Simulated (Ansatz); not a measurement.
## Phase order of Os (with spin–orbit coupling)

Structure types of Os are relaxed in primitive cells with their symmetry kept at 0 GPa, first on PAW files, then by LAPW. The enthalpy is E + pV at zero temperature, without zero-point motion. Only the types listed were tried, and differences under about 5 meV/atom are mesh noise.

Level of theory: DFT with PBE, with spin–orbit coupling, in Ansatz 0.2.0; Fermi–Dirac smearing of 0.05 eV, no spin polarisation. LAPW: all electrons, basis error target 0.5 meV/atom; PAW: frozen-core files, cutoff 420 eV.

k meshes: fcc 18×18×18, bcc 19×19×19, hcp 17×17×9.

Problem. Order the types by LAPW enthalpy, lowest first.
A. hcp
B. fcc
C. bcc

Solution. A (0 meV/atom), B (130 meV/atom), C (856 meV/atom).

| start type | ends as | a, b, c (Å) | V (Å³/atom) | H − H(lowest), LAPW (meV/atom) | same, PAW |
| --- | --- | --- | --- | --- | --- |
| fcc | fcc, Fm-3m | 3.857, 3.857, 3.857 | 14.35 | 130.3 | 130.3 |
| bcc | bcc, Im-3m | 3.095, 3.095, 3.095 | 14.82 | 855.8 | 856.5 |
| hcp | hcp, P6_3/mmc | 2.756, 2.756, 4.344 | 14.29 | 0.0 | 0.0 |
